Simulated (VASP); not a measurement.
# GaP (F-43m) in VASP: single point with PBEsol

Aim: the single point of GaP with PBEsol.

All numbers are computed with VASP 6.6.1; they aren't measurements. Logs are shortened: lines on timing, memory, paths and dates and some standing lists are left out, and cuts for length are marked.

**Measured values to compare with.**

From “Stacking defects in GaP nanowires: Electronic structure and optical properties”, 2018, arxiv:1810.01194, for a bulk crystal of GaP at 10 K: band gap 2.34 eV (indirect).

How close the calculation comes is told below.

**1. The crystal as given**

It takes space group F-43m (No. 216, cubic). Conventional cell: a = 5.451 Å, b = 5.451 Å, c = 5.451 Å, α = 90.00°, β = 90.00°, γ = 90.00°. Ga (site symmetry -43m) has 4 P at 2.36 Å as nearest neighbours. Around P (site symmetry -43m) lie 4 Ga at 2.36 Å.

**2. Single point, PBEsol**

The input, INCAR:

```
  ALGO = Fast
  EDIFF = 1E-6
  ENCUT = 520
  GGA = PS
  ISIF = 2
  ISMEAR = 0
  LASPH = T
  LCHARG = T
  LELF = T
  LREAL = F
  LVHAR = T
  LWAVE = F
  NBANDS = 16
  NELM = 100
  PREC = Accurate
  SIGMA = 0.01
```

The input, KPOINTS:

```
k-points
0
Gamma
  6 6 6
```

The input, POSCAR:

```
GaP
1.0
    0.0000000000      2.7252500000      2.7252500000
    2.7252500000      0.0000000000      2.7252500000
    2.7252500000      2.7252500000      0.0000000000
Ga P
1 1
Direct
    0.0000000000      0.0000000000      0.0000000000
    0.2500000000      0.2500000000      0.2500000000
```

Potentials or basis: VASP PAW PBE potentials, release 64 (Ga_d, P).

On the command line:

```bash
> cat potpaw_PBE.64/Ga_d/POTCAR potpaw_PBE.64/P/POTCAR > POTCAR
> mpirun -np 1 vasp_std > vasp.out
```

OUTCAR:

```text
EDIFF = 1E-6
   ENCUT = 520
   GGA = PS
   ISIF = 2
   ISMEAR = 0
   LASPH = T
   LREAL = F
   NELM = 100
   PREC = Accurate

 ion  position               nearest neighbor table
   1  0.000  0.000  0.000-   2 2.36   2 2.36   2 2.36   2 2.36
   2  0.250  0.250  0.250-   1 2.36   1 2.36   1 2.36   1 2.36

  LATTYP: Found a face centered cubic cell.
 ALAT       =     5.4505000000

  Lattice vectors:

 A1 = (   0.0000000000,   2.7252500000,   2.7252500000)
 A2 = (   2.7252500000,   0.0000000000,   2.7252500000)
 A3 = (   2.7252500000,   2.7252500000,   0.0000000000)

Analysis of symmetry for initial positions (statically):
=====================================================================
 Subroutine PRICEL returns:
 Original cell was already a primitive cell.

 Routine SETGRP: Setting up the symmetry group for a
 face centered cubic supercell.

 Subroutine GETGRP returns: Found 24 space group operations
 (whereof 24 operations were pure point group operations)
 out of a pool of 48 trial point group operations.

The static configuration has the point symmetry T_d .

Analysis of symmetry for dynamics (positions and initial velocities):
=====================================================================
 Subroutine PRICEL returns:
 Original cell was already a primitive cell.

 Routine SETGRP: Setting up the symmetry group for a
 face centered cubic supercell.

 Subroutine GETGRP returns: Found 24 space group operations
 (whereof 24 operations were pure point group operations)
 out of a pool of 48 trial point group operations.

The dynamic configuration has the point symmetry T_d .

 Subroutine INISYM returns: Found 24 space group operations
 (whereof 24 operations are pure point group operations),
 and found     1 'primitive' translations

----------------------------------------------------------------------------------------

                                     Primitive cell

  volume of cell :      40.4808

  direct lattice vectors                    reciprocal lattice vectors
     0.000000000  2.725250000  2.725250000    -0.183469406  0.183469406  0.183469406
     2.725250000  0.000000000  2.725250000     0.183469406 -0.183469406  0.183469406
     2.725250000  2.725250000  0.000000000     0.183469406  0.183469406 -0.183469406

  length of vectors
     3.854085511  3.854085511  3.854085511     0.317778334  0.317778334  0.317778334

  position of ions in fractional coordinates (direct lattice)
     0.000000000  0.000000000  0.000000000
     0.250000000  0.250000000  0.250000000

  ion indices of the primitive-cell ions
   primitive index   ion index
                 1           1
                 2           2

----------------------------------------------------------------------------------------

 KPOINTS: k-points

Automatic generation of k-mesh.
 Grid dimensions read from file:
 generate k-points for:    6    6    6

 Generating k-lattice:

  Cartesian coordinates                     Fractional coordinates (reciprocal lattice)
    -0.030578234  0.030578234  0.030578234     0.166666667  0.000000000  0.000000000
     0.030578234 -0.030578234  0.030578234     0.000000000  0.166666667  0.000000000
     0.030578234  0.030578234 -0.030578234     0.000000000  0.000000000  0.166666667

  Length of vectors
     0.052963056  0.052963056  0.052963056

  Shift w.r.t. Gamma in fractional coordinates (k-lattice)
     0.000000000  0.000000000  0.000000000

 Subroutine IBZKPT returns following result:
 ===========================================

 Found     16 irreducible k-points:

 Following reciprocal coordinates:
            Coordinates               Weight
  0.000000  0.000000  0.000000      1.000000
  0.166667  0.000000  0.000000      8.000000
  0.333333  0.000000  0.000000      8.000000
  0.500000  0.000000  0.000000      4.000000
  0.166667  0.166667  0.000000      6.000000
  0.333333  0.166667  0.000000     24.000000
[... 8 lines left out ...]
 -0.333333  0.333333  0.166667     24.000000
 -0.333333  0.500000  0.166667     12.000000
   k-points           NKPTS =     16   k-points in BZ     NKDIM =     16   number of bands    NBANDS=     16
   number of dos      NEDOS =    301   number of ions     NIONS =      2
   total plane-waves  NPLWV =  27000
   dimension x,y,z NGX =    30 NGY =   30 NGZ =   30
   dimension x,y,z NGXF=    60 NGYF=   60 NGZF=   60
   ions per type =               1   1
   NGX,Y,Z   is equivalent  to a cutoff of  12.94, 12.94, 12.94 a.u.
   NGXF,Y,Z  is equivalent  to a cutoff of  25.88, 25.88, 25.88 a.u.
 SYSTEM =  unknown system
   PREC   = accura    normal or accurate (medium, high low for compatibility)
   ISTART =      0    job   : 0-new  1-cont  2-samecut
   ICHARG =      2    charge: 1-file 2-atom 10-const
   ISPIN  =      1    spin polarized calculation?
   LNONCOLLINEAR =      F non collinear calculations
   LSORBIT =      F    spin-orbit coupling
   LASPH  =      T    aspherical Exc in radial PAW
   ENCUT  =  520.0 eV  38.22 Ry    6.18 a.u.   7.17  7.17  7.17*2*pi/ulx,y,z
   NELM   =    100;   NELMIN=  2; NELMDL= -5     # of ELM steps
   EDIFF  = 0.1E-05   stopping-criterion for ELM
   LREAL  =      F    real-space projection
   EDIFFG = 0.1E-04   stopping-criterion for IOM
   NSW    =      0    number of steps for IOM
   IBRION =     -1    ionic relax: 0-MD 1-quasi-New 2-CG
   NFREE  =      0    steps in history (QN), initial steepest desc. (CG)
   ISIF   =      2    stress and relaxation
   ISYM   =      2    0-nonsym 1-usesym 2-fastsym
   POTIM  = 0.5000    time-step for ionic-motion
   TEBEG  =    0.0;   TEEND  =   0.0 temperature during run
   PSTRESS=    0.0 pullay stress
   NELECT =      18.0000    total number of electrons
   NUPDOWN=      -1.0000    fix difference up-down
   EMIN   =  10.00;   EMAX   =-10.00  energy-range for DOS
   EFERMI =   0.00;   METHOD = LEGACY
   ISMEAR =     0;   SIGMA  =   0.01  broadening in eV -4-tet -1-fermi 0-gaus
   EFERMI_NEDOS =   21; number of points for ismear=-14 and -15
   IALGO  =     68    algorithm
   IMIX   =      4    mixing-type and parameters
     AMIX     =   0.40;   BMIX     =  1.00
     AMIX_MAG =   1.60;   BMIX_MAG =  1.00
  volume/ion in A,a.u.               =      20.24       136.59
  Fermi-wavevector in a.u.,A,eV,Ry     =   1.249538  2.361284 21.243377  1.561344
  Thomas-Fermi vector in A             =   2.383574
   LORBIT       =      0    0 simple, 1 ext, 2 COOP (PROOUT), +10 PAW based schemes
   GGA     = PS    functional components
   LHFCALC =     F    Hartree Fock is set to
   AEXX    =    0.0000 exact exchange contribution
   IVDW    =     0    specifies the selected vdW correction
   LEPSILON=     F    determine dielectric tensor
   LRPA    =     F    only Hartree local field effects (RPA)
 non-spin polarized calculation
 RMM-DIIS sequential band-by-band and
 Gauss-broadening in eV      SIGMA  =   0.01
  energy-cutoff  :      520.00
  volume of cell :       40.48
 maximum number of plane-waves:      1113
 NGX is ok and might be reduce to    30
   NGX = 15   NGY = 15   NGZ = 15

 number of electron      17.9999989 magnetization

 Free energy of the ion-electron system (eV)
  ---------------------------------------------------
  ext. energy  EPLUGINS =         0.00000000
  ---------------------------------------------------
  free energy    TOTEN  =        -9.90569289 eV

  energy without entropy =       -9.90569289  energy(sigma->0) =       -9.90569289

 E-fermi :   4.7097     XC(G=0): -10.0185

 val. band max:        4.5756523389   @ k =   0.0000   0.0000   0.0000
 cond. band min:       6.0876118406   @ k =   0.5000   0.5000   0.0000
 fundamental gap:      1.5119595017
 Fermi energy:         4.7096891293

 k-point     1 :       0.0000    0.0000    0.0000
  band No.  band energies     occupation
      1      -9.9743      2.00000
      2      -9.9743      2.00000
      3      -9.9743      2.00000
      4      -9.8739      2.00000
      5      -9.8739      2.00000
      6      -7.9498      2.00000
[... 8 lines left out ...]
     15      14.3434      0.00000
     16      14.3434      0.00000

 k-point     2 :       0.1667    0.0000    0.0000
  band No.  band energies     occupation
      1      -9.9974      2.00000
      2      -9.9664      2.00000
      3      -9.9664      2.00000
      4      -9.8738      2.00000
      5      -9.8738      2.00000
      6      -7.5913      2.00000
[... 8 lines left out ...]
     15      13.4818      0.00000
     16      14.4176      0.00000

 k-point     3 :       0.3333    0.0000    0.0000
  band No.  band energies     occupation
      1     -10.0380      2.00000
      2      -9.9537      2.00000
      3      -9.9537      2.00000
      4      -9.8703      2.00000
      5      -9.8703      2.00000
      6      -6.6351      2.00000
[... 8 lines left out ...]
     15      14.1635      0.00000
     16      14.1635      0.00000

 k-point     4 :       0.5000    0.0000    0.0000
  band No.  band energies     occupation
      1     -10.0564      2.00000
      2      -9.9494      2.00000
      3      -9.9494      2.00000
      4      -9.8665      2.00000
      5      -9.8665      2.00000
      6      -5.8585      2.00000
[... 8 lines left out ...]
     15      16.2401      0.00000
     16      16.2402      0.00000
[... 172 lines left out ...]
 k-point    14 :       0.5000    0.3333    0.1667
  band No.  band energies     occupation
      1     -10.0612      2.00000
      2      -9.9398      2.00000
      3      -9.9285      2.00000
      4      -9.8884      2.00000
      5      -9.8630      2.00000
      6      -5.8508      2.00000
[... 8 lines left out ...]
     15      16.3119      0.00000
     16      17.8045      0.00000

 k-point    15 :      -0.3333    0.3333    0.1667
  band No.  band energies     occupation
      1     -10.0673      2.00000
      2      -9.9398      2.00000
      3      -9.9217      2.00000
      4      -9.8850      2.00000
      5      -9.8662      2.00000
      6      -5.1851      2.00000
[... 8 lines left out ...]
     15      16.9856      0.00000
     16      17.2875      0.00000

 k-point    16 :      -0.3333    0.5000    0.1667
  band No.  band energies     occupation
      1     -10.0782      2.00000
      2      -9.9283      2.00000
      3      -9.9138      2.00000
      4      -9.8949      2.00000
      5      -9.8606      2.00000
      6      -4.8748      2.00000
[... 8 lines left out ...]
     15      16.4625      0.00000
     16      18.2090      0.00000

------------------------ aborting loop because EDIFF is reached ----------------------------------------

  FORCE on cell =-STRESS in cart. coord.  units (eV):
  Direction    XX          YY          ZZ          XY          YZ          ZX
  --------------------------------------------------------------------------------------
  -------------------------------------------------------------------------------------
  Total       -0.1075838     -0.1075838     -0.1075838      0.0000000     -0.0000000     -0.0000000
  in kB       -4.2580291     -4.2580291     -4.2580291      0.0000000     -0.0000000     -0.0000000
  external PRESSURE =      -4.2580291 kB  Pullay stress =       0.0000000 kB

 VOLUME and BASIS-vectors are now :
 -----------------------------------------------------------------------------
  energy-cutoff  :      520.00
  volume of cell :       40.48
      direct lattice vectors                 reciprocal lattice vectors
     0.000000000  2.725250000  2.725250000    -0.183469406  0.183469406  0.183469406
     2.725250000  0.000000000  2.725250000     0.183469406 -0.183469406  0.183469406
     2.725250000  2.725250000  0.000000000     0.183469406  0.183469406 -0.183469406

 POSITION                                       TOTAL-FORCE (eV/Angst)
 -----------------------------------------------------------------------------------
      0.00000      0.00000      0.00000        -0.000000     -0.000000     -0.000000
      1.36262      1.36262      1.36262         0.000000      0.000000      0.000000
 -----------------------------------------------------------------------------------
    total drift:                                0.000000      0.000000      0.000000

  FREE ENERGIE OF THE ION-ELECTRON SYSTEM (eV)
  ---------------------------------------------------
  free  energy   TOTEN  =        -9.9056928940 eV

  energy  without entropy=       -9.9056928940  energy(sigma->0) =       -9.90569289
```

Wall time 7.8 s (1 thread of Intel Xeon 6975P-C (Granite Rapids), shared host); peak memory 0.16 GiB.

What came out:

- Free energy: -9.9057 eV
- Pressure: -0.4 GPa
- Band gap on the k mesh: 1.51 eV, indirect (least direct gap 1.75 eV)

Caveat: the PAW data sets were made with another functional, which shifts forces and pressure a little.

**3. How close it comes**

Step 2. A measured gap of GaP is 2.34 eV (indirect; 10 K; quoted in “Stacking defects in GaP nanowires: Electronic structure and optical properties”, 2018, arxiv:1810.01194); the calculated 1.51 eV misses it by -0.83 eV. Spin-orbit coupling on Ga is left out. The value is that of PBEsol on a finite k mesh, which can miss the band edges, without temperature or zero-point motion. Semilocal functionals fall short of measured gaps as a rule.
